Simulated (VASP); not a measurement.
# C: relaxation of the atoms with PBEsol

The system is C.

```
C
1.0
     0.00000    1.80084    1.80084
     1.80084    0.00000    1.80084
     1.80084    1.80084    0.00000
C
2
Direct
  0.00000 0.00000 0.00000
  0.25000 0.25000 0.25000
```

This isn't the form of C at room conditions, which is graphite.

The cell isn't the ideal one: a relaxed cell with its volume scaled by 1.04.

- Program: VASP 6.6.1
- Task: relaxation of the atoms
- Functional: PBEsol
- Potentials or basis: VASP PAW PBE potentials, release 64 (C)
- Cutoff: 600 eV
- k mesh: 14 × 14 × 14
- Occupations: gaussian, width 0.03 eV
- Spin: no spin polarisation
- Further INCAR settings: ALGO = Normal; EDIFF = 1e-07; IBRION = 2; EDIFFG = -0.01; NSW = 40

* Pressure after relaxing: -16.5 GPa
* Band gap on the k mesh: 3.94 eV, indirect (least direct gap 5.46 eV)

Final structure:
```
CELL_PARAMETERS angstrom
0.00000 1.80084 1.80084
1.80084 0.00000 1.80084
1.80084 1.80084 0.00000
ATOMIC_POSITIONS crystal
C 0.00000 0.00000 0.00000
C 0.25000 0.25000 0.25000
```

Levels at points of the mesh, in eV from the valence-band top:
| k point | band 1 | band 2 | band 3 | band 4 | band 5 | band 6 | band 7 | band 8 |
| --- | --- | --- | --- | --- | --- | --- | --- | --- |
| (0.00, 0.00, 0.00) | -21.13 | 0.00 | 0.00 | 0.00 | 5.46 | 5.46 | 5.46 | 12.71 |
| (0.50, 0.00, 0.00) | -15.47 | -13.15 | -2.74 | -2.74 | 8.26 | 8.26 | 8.45 | 15.23 |
| (0.50, 0.50, 0.00) | -12.57 | -12.57 | -6.16 | -6.16 | 4.54 | 4.54 | 16.34 | 16.34 |

Wall time 4.4 s on 1 thread of Intel(R) Xeon(R) 6975P-C (Granite Rapids) (shared host), peak memory 0.12 GiB.

Caveat: the relaxation stopped at its first step, so nothing moved; the PAW data sets were made with another functional, which shifts forces and pressure a little. A k mesh can miss the band edges.
